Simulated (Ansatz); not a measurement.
The cell is a 6-atom cell of CO2 (Cmce) from a materials database; cell and atoms were relaxed with r2SCAN+rVV10. It is orthorhombic, Cmce (No. 64); conventional cell a = 5.286 Å, b = 4.760 Å, c = 6.427 Å, 13.47 Å³ an atom. Around C lie 2 O at 1.16 Å; around O lie 1 C at 1.16 Å.

3 runs of Ansatz on this cell differ in the functional (and in the settings that go with it). Levels are in eV from each run's valence top; v1 is the last filled band, c1 the first empty one.

Run A, mean stress -0.8 GPa (compression positive):

| point | v5 | v3 | v1 | c1 | c2 | c3 |
| --- | --- | --- | --- | --- | --- | --- |
| Γ | -3.53 | -1.04 | -0.58 | 6.40 | 6.99 | 7.64 |
| Y | -3.59 | -0.68 | 0.00 | 7.72 | 8.87 | 8.93 |
| F₀ | -3.61 | -0.69 | -0.01 | 7.72 | 8.81 | 8.91 |
| Z | -3.61 | -0.88 | -0.80 | 7.35 | 7.35 | 7.53 |
| B₀ | -4.00 | -0.72 | -0.33 | 8.32 | 8.32 | 8.86 |
| T | -4.10 | -0.75 | -0.32 | 8.34 | 8.34 | 8.89 |

Run B, mean stress +0.6 GPa (compression positive):

| point | v5 | v3 | v1 | c1 | c2 | c3 |
| --- | --- | --- | --- | --- | --- | --- |
| Γ | -3.62 | -1.01 | -0.57 | 7.31 | 7.78 | 8.45 |
| Y | -3.74 | -0.66 | 0.00 | 8.54 | 9.73 | 9.78 |
| F₀ | -3.76 | -0.66 | -0.01 | 8.54 | 9.68 | 9.75 |
| Z | -3.66 | -0.86 | -0.78 | 8.16 | 8.16 | 8.50 |
| B₀ | -4.14 | -0.70 | -0.32 | 9.16 | 9.16 | 9.71 |
| T | -4.19 | -0.73 | -0.31 | 9.19 | 9.19 | 9.75 |

Run C, mean stress +4.9 GPa (compression positive):

| point | v5 | v3 | v1 | c1 | c2 | c3 |
| --- | --- | --- | --- | --- | --- | --- |
| Γ | -3.54 | -1.00 | -0.56 | 6.70 | 7.15 | 7.77 |
| Y | -3.61 | -0.65 | 0.00 | 7.86 | 8.96 | 9.02 |
| F₀ | -3.63 | -0.65 | -0.01 | 7.86 | 8.91 | 9.00 |
| Z | -3.59 | -0.85 | -0.76 | 7.50 | 7.50 | 7.84 |
| B₀ | -4.01 | -0.69 | -0.31 | 8.44 | 8.44 | 8.95 |
| T | -4.09 | -0.72 | -0.30 | 8.46 | 8.46 | 8.98 |

Question: Match the runs to LDA, PBE, r2SCAN.

Answer: A is LDA, B is r2SCAN, C is PBE. In order of the gap: LDA 6.40, PBE 6.70, r2SCAN 7.31 eV.

Calculated for a static, non-magnetic cell.
